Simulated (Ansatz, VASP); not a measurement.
## Two plane-wave programs on TiN

```
CELL_PARAMETERS angstrom
0.00000 2.12200 2.12200
2.12200 0.00000 2.12200
2.12200 2.12200 0.00000
ATOMIC_POSITIONS crystal
Ti 0.00000 0.00000 0.00000
N 0.50000 0.50000 0.50000
```

Alike in both runs: task electric field gradients; functional PBE; k mesh 18 × 18 × 18; occupations fermi-dirac, width 0.05 eV; no spin polarisation.

|  | VASP | Ansatz |
| --- | --- | --- |
| version | VASP 6.6.1 | Ansatz 0.2.0 |
| potentials or method | VASP PAW PBE potentials, release 64 (Ti_sv, N) | PAW with Ansatz's default frozen-core files, scalar-relativistic |
| plane-wave cutoff (eV) | 520 | 420 |
| valence electrons in the cell | 17 | 17 |

Ansatz gave:

* pressure (GPa): 0.6
* Vzz of the field gradient on the site that differs most (V/Å²): 0.0

Task: Estimate VASP's values.

Result: Pressure (GPa): 1.1; Vzz of the field gradient on the site that differs most (V/Å²): 0.0.
